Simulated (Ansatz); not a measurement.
Crystal: Ti.

```
Ti
1.0
     4.56737    0.00000    0.00000
    -2.28369    3.95546    0.00000
     0.00000    0.00000    2.82624
Ti
3
Direct
  0.66667 0.33333 0.50000
  0.33333 0.66667 0.50000
  0.00000 0.00000 0.00000
```

This isn't the form of Ti at room conditions, which is hcp.

Base run:

```yaml
Program: Ansatz 0.2.0
Functional: PBEsol
Potentials_or_basis: Ansatz PAW
Cutoff: 420 eV
Density_cutoff: 1680 eV
k_mesh: 7 × 7 × 9
Occupations: fermi-dirac, width 0.05 eV
Spin: no spin polarisation
```

Its results: band gap on the k mesh none (metal or under the smearing width); pressure -3.7 GPa.

**Question.** The run is repeated on the same cell with these changes: hubbard terms from none to Ti d U = 5 eV; hubbard projectors from none to ortho-atomic (the default). What comes out?

**Answer.** Band gap on the k mesh none (metal or under the smearing width); pressure 4.5 GPa.

Caveats: the PAW data sets come from PBE, with cores solved anew for the run's functional, which leaves a small shift of forces and pressure; U without spin polarisation on a metal has little footing (some runs); the U is typed as a test and isn't derived for this compound (some runs).

Not every run made on this cell is shown here.
